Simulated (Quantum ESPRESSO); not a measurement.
# Pb (Im-3m) in Quantum ESPRESSO: notebook, part 2 of 3

Quantum ESPRESSO 7.5.

## Step 3: Phonons, WC

Input file pw.in:

```
&CONTROL
  calculation = 'scf'
  prefix = 'pwscf'
  outdir = './tmp'
  pseudo_dir = './pseudo'
  tprnfor = .true.
  tstress = .true.
  disk_io = 'low'
/
&SYSTEM
  ibrav = 0
  nat = 1
  ntyp = 1
  ecutwfc = 45
  ecutrho = 360
  nbnd = 13
  input_dft = 'wc'
  occupations = 'smearing'
  smearing = 'mv'
  degauss = 0.01469973
/
&ELECTRONS
  conv_thr = 2d-10
  electron_maxstep = 120
  mixing_beta = 0.5
/
ATOMIC_SPECIES
Pb   207.2000 pb_pbe_v1.uspp.F.UPF
CELL_PARAMETERS bohr
  -3.7410144011    3.7410144011    3.7410144011
   3.7410144011   -3.7410144011    3.7410144011
   3.7410144011    3.7410144011   -3.7410144011
ATOMIC_POSITIONS bohr
Pb     0.0000000000    0.0000000000    0.0000000000
K_POINTS automatic
6 6 6 0 0 0
```

Input file relax.in:

```
&CONTROL
  calculation = 'vc-relax'
  prefix = 'pwscf'
  outdir = './tmp'
  pseudo_dir = './pseudo'
  tprnfor = .true.
  tstress = .true.
  disk_io = 'low'
  nstep = 40
  forc_conv_thr = 0.0001
  etot_conv_thr = 1d-06
/
&SYSTEM
  ibrav = 0
  nat = 1
  ntyp = 1
  ecutwfc = 45
  ecutrho = 360
  nbnd = 13
  input_dft = 'wc'
  occupations = 'smearing'
  smearing = 'mv'
  degauss = 0.01469973
/
&ELECTRONS
  conv_thr = 2d-10
  electron_maxstep = 120
  mixing_beta = 0.5
/
&IONS
  ion_dynamics = 'bfgs'
/
&CELL
  cell_dynamics = 'bfgs'
  press = 0
  press_conv_thr = 0.2
/
ATOMIC_SPECIES
Pb   207.2000 pb_pbe_v1.uspp.F.UPF
CELL_PARAMETERS bohr
  -3.7410144011    3.7410144011    3.7410144011
   3.7410144011   -3.7410144011    3.7410144011
   3.7410144011    3.7410144011   -3.7410144011
ATOMIC_POSITIONS bohr
Pb     0.0000000000    0.0000000000    0.0000000000
K_POINTS automatic
6 6 6 0 0 0
```

Input file scf2.in:

```
&CONTROL
  calculation = 'scf'
  prefix = 'pwscf'
  outdir = './tmp'
  pseudo_dir = './pseudo'
  tprnfor = .true.
  tstress = .true.
  disk_io = 'low'
/
&SYSTEM
  ibrav = 0
  nat = 1
  ntyp = 1
  ecutwfc = 45
  ecutrho = 360
  nbnd = 13
  input_dft = 'wc'
  occupations = 'smearing'
  smearing = 'mv'
  degauss = 0.01469973
/
&ELECTRONS
  conv_thr = 1d-13
  electron_maxstep = 120
  mixing_beta = 0.5
  startingpot = 'file'
  startingwfc = 'file'
/
ATOMIC_SPECIES
Pb   207.2000 pb_pbe_v1.uspp.F.UPF
CELL_PARAMETERS bohr
  -3.6803902605    3.6803902605    3.6803902605
   3.6803902605   -3.6803902605    3.6803902605
   3.6803902605    3.6803902605   -3.6803902605
ATOMIC_POSITIONS bohr
Pb     0.0000000000    0.0000000000    0.0000000000
K_POINTS automatic
6 6 6 0 0 0
```

Input file ph.in:

```
phonons of Pb
&INPUTPH
  prefix = 'pwscf'
  outdir = './tmp'
  tr2_ph = 1d-18
  fildyn = 'dyn'
  niter_ph = 90
  alpha_mix(1) = 0.4
/
-0.0000000000 0.8660254038 0.0000000000
```

Potentials or basis: GBRV 1.5 PBE.

The run is started by

```sh
$ OMP_NUM_THREADS=1 pw.x -in pw.in > pw.out
$ OMP_NUM_THREADS=1 pw.x -in relax.in > relax.out
$ OMP_NUM_THREADS=1 pw.x -in scf2.in > scf2.out
$ OMP_NUM_THREADS=1 ph.x -in ph.in > ph.out
```

pw.out:

```text
This program is part of the open-source Quantum ESPRESSO suite
     for quantum simulation of materials; please cite
         "P. Giannozzi et al., J. Phys.:Condens. Matter 21 395502 (2009);
         "P. Giannozzi et al., J. Phys.:Condens. Matter 29 465901 (2017);
         "P. Giannozzi et al., J. Chem. Phys. 152 154105 (2020);
     in publications or presentations arising from this work. More details at

     IMPORTANT: XC functional enforced from input :
     Exchange-correlation= WC
                           (   1   4  11   4   0   0   0)
     Any further DFT definition will be discarded
     Please, verify this is what you really want

     Message from routine setup:
     using ibrav=0 with symmetry is DISCOURAGED, use correct ibrav instead

     G-vector sticks info
     --------------------
     sticks:   dense  smooth     PW     G-vecs:    dense   smooth      PW
     Sum        1137     561    213                24295     8583    1961

     Using Slab Decomposition

     bravais-lattice index     =            0
     lattice parameter (alat)  =       6.4796  a.u.
     unit-cell volume          =     209.4248 (a.u.)^3
     number of atoms/cell      =            1
     number of atomic types    =            1
     number of electrons       =        14.00
     number of Kohn-Sham states=           13
     kinetic-energy cutoff     =      45.0000  Ry
     charge density cutoff     =     360.0000  Ry
     scf convergence threshold =      2.0E-10
     mixing beta               =       0.5000
     number of iterations used =            8  plain     mixing
     Exchange-correlation= WC
                           (   1   4  11   4   0   0   0)

     celldm(1)=   6.479627  celldm(2)=   0.000000  celldm(3)=   0.000000
     celldm(4)=   0.000000  celldm(5)=   0.000000  celldm(6)=   0.000000

     crystal axes: (cart. coord. in units of alat)
               a(1) = (  -0.577350   0.577350   0.577350 )
               a(2) = (   0.577350  -0.577350   0.577350 )
               a(3) = (   0.577350   0.577350  -0.577350 )

     reciprocal axes: (cart. coord. in units 2 pi/alat)
               b(1) = ( -0.000000  0.866025  0.866025 )
               b(2) = (  0.866025 -0.000000  0.866025 )
               b(3) = (  0.866025  0.866025  0.000000 )

     PseudoPot. # 1 for Pb read from file:
     pb_pbe_v1.uspp.F.UPF
     Pseudo is Ultrasoft + core correction, Zval = 14.0
     Generated by new atomic code, or converted to UPF format
     Using radial grid of  899 points,  6 beta functions with:
                l(1) =   0
                l(2) =   0
                l(3) =   1
                l(4) =   1
                l(5) =   2
                l(6) =   2
     Q(r) pseudized with  6 coefficients,  rinner =    1.000   1.000   1.000
                                                       1.000   1.000

     atomic species   valence    mass     pseudopotential
     Pb               14.00   207.20000     Pb( 1.00)

     48 Sym. Ops., with inversion, found

   Cartesian axes

     site n.     atom                  positions (alat units)
         1        Pb     tau(   1) = (   0.0000000   0.0000000   0.0000000  )

     number of k points=    16  Marzari-Vanderbilt smearing, width (Ry)=  0.0147
                       cart. coord. in units 2pi/alat
        k(    1) = (   0.0000000   0.0000000   0.0000000), wk =   0.0092593
        k(    2) = (   0.1443376   0.1443376   0.0000000), wk =   0.1111111
        k(    3) = (   0.2886751   0.2886751   0.0000000), wk =   0.1111111
        k(    4) = (  -0.4330127  -0.4330127   0.0000000), wk =   0.0555556
        k(    5) = (   0.2886751   0.1443376   0.1443376), wk =   0.2222222
        k(    6) = (   0.4330127   0.2886751   0.1443376), wk =   0.4444444
[... 8 lines left out ...]
        k(   15) = (  -0.8660254  -0.1443376  -0.1443376), wk =   0.1111111
        k(   16) = (  -0.8660254  -0.8660254  -0.8660254), wk =   0.0092593

     Dense  grid:    24295 G-vectors     FFT dimensions: (  40,  40,  40)

     Smooth grid:     8583 G-vectors     FFT dimensions: (  27,  27,  27)

     Check: negative core charge=   -0.000002

     Initial potential from superposition of free atoms

     starting charge      13.9976, renormalised to      14.0000

     negative rho (up, down):  1.502E-02 0.000E+00
     Starting wfcs are    9 randomized atomic wfcs +    4 random wfcs

     Self-consistent Calculation

     iteration #  1     ecut=    45.00 Ry     beta= 0.50
     Davidson diagonalization with overlap
     ethr =  1.00E-02,  avg # of iterations =  5.1
     Minimization algorithm failed to find Fermi energy: reverting to bisection
     Possible cause: smearing is larger than the electronic band-gap.

     Threshold (ethr) on eigenvalues was too large:
     Diagonalizing with lowered threshold

     Davidson diagonalization with overlap
     ethr =  2.91E-05,  avg # of iterations =  7.5
     Minimization algorithm failed to find Fermi energy: reverting to bisection
     Possible cause: smearing is larger than the electronic band-gap.

     negative rho (up, down):  1.497E-02 0.000E+00

     total energy              =    -163.98135117 Ry
     estimated scf accuracy    <       0.00411116 Ry
[... 46 lines left out ...]
     iteration #  7     ecut=    45.00 Ry     beta= 0.50
     Davidson diagonalization with overlap
     ethr =  5.09E-12,  avg # of iterations =  4.4

     negative rho (up, down):  1.515E-02 0.000E+00

     End of self-consistent calculation

          k = 0.0000 0.0000 0.0000 (  1055 PWs)   bands (ev):

    -6.2897  -6.2897  -6.2897  -6.0625  -6.0625  -0.8727  18.1540  18.1540
    18.1540  18.5124  21.8750  21.8750  22.2935
[... 73 lines left out ...]
    -6.3393  -6.3393  -5.9579  -5.9579  -5.9579   5.4645  10.3833  10.3833
    10.3833  15.3220  15.3220  18.5317  27.2883

     the Fermi energy is    10.6301 ev

!    total energy              =    -163.98202098 Ry
     estimated scf accuracy    <          1.1E-10 Ry
     smearing contrib. (-TS)   =       0.00037289 Ry
     internal energy E=F+TS    =    -163.98239387 Ry

     The total energy is F=E-TS. E is the sum of the following terms:
     one-electron contribution =     -31.97481670 Ry
     hartree contribution      =      26.51670069 Ry
     xc contribution           =     -63.19054219 Ry
     ewald contribution        =     -95.33373567 Ry

     convergence has been achieved in   7 iterations

     negative rho (up, down):  1.515E-02 0.000E+00

     Forces acting on atoms (cartesian axes, Ry/au):

     atom    1 type  1   force =     0.00000000    0.00000000    0.00000000

     Total force =     0.000000     Total SCF correction =     0.000000

     Computing stress (Cartesian axis) and pressure

     negative rho (up, down):  1.515E-02 0.000E+00
          total   stress  (Ry/bohr**3)                   (kbar)     P=      -20.81
  -0.00014143  -0.00000000  -0.00000000          -20.81       -0.00       -0.00
  -0.00000000  -0.00014143  -0.00000000           -0.00      -20.81       -0.00
  -0.00000000  -0.00000000  -0.00014143           -0.00       -0.00      -20.81

=------------------------------------------------------------------------------=
   JOB DONE.
=------------------------------------------------------------------------------=
```

relax.out:

```text
This program is part of the open-source Quantum ESPRESSO suite
     for quantum simulation of materials; please cite
         "P. Giannozzi et al., J. Phys.:Condens. Matter 21 395502 (2009);
         "P. Giannozzi et al., J. Phys.:Condens. Matter 29 465901 (2017);
         "P. Giannozzi et al., J. Chem. Phys. 152 154105 (2020);
[... 1359 lines left out ...]
  -0.00000000  -0.00000048   0.00000000           -0.00       -0.07        0.00
  -0.00000000   0.00000000  -0.00000048           -0.00        0.00       -0.07

=------------------------------------------------------------------------------=
   JOB DONE.
=------------------------------------------------------------------------------=
```

Run time: 53 s. Hardware: 1 thread of Arm Neoverse V2, shared host; peak memory 0.11 GiB.

Results:

| Property | Result |
| --- | --- |
| Free energy | -2231.0983 eV |
| Relaxed volume | 29.55 Å³/atom |
| Relaxed cell | a = 3.373 Å, b = 3.373 Å, c = 3.373 Å, α = 109.47°, β = 109.47°, γ = 109.47° |
| Space group after relaxing (to 0.05 Å) | Im-3m (No. 229) |
| Pressure after relaxing | 0.0 GPa |
| Band gap on the k mesh | none (metal or under the smearing width) |
| Highest phonon frequency at the q point run | 66 cm⁻¹ |

The path:
```tsv
step	energy change (eV)	largest force (eV/Å)	pressure (GPa)	volume (Å³)
1	0.0000	0.0000	-2.08	31.03
2	-0.0039	0.0000	-1.68	30.71
3	-0.0080	0.0000	-1.03	30.22
4	-0.0102	0.0000	0.08	29.50
5	-0.0102	0.0000	-0.01	29.55
```

Final structure:
```
Pb
1.0
    -1.94758    1.94758    1.94758
     1.94758   -1.94758    1.94758
     1.94758    1.94758   -1.94758
Pb
1
Direct
  0.00000 0.00000 0.00000
```

Phonon frequencies in cm⁻¹ (negative: imaginary):
```tsv
q point	frequencies
(0.500, -0.500, 0.500)	66 66 66
```

Phonon modes at q = (0.500, -0.500, 0.500) in reciprocal lattice units:
```
mode  symmetry  cm⁻¹
   1      T_1u    66
   2      T_1u    66
   3      T_1u    66
```

Caveat: the k mesh is coarse (spacing up to 0.37 Å⁻¹), so the values aren't converged; the mesh is thin for the phonons of a metal; the potentials were made for another functional, which shifts forces and pressure. The run has no spin-orbit coupling, so splittings on Pb are missing.

(Continued in part 3 of 3.)
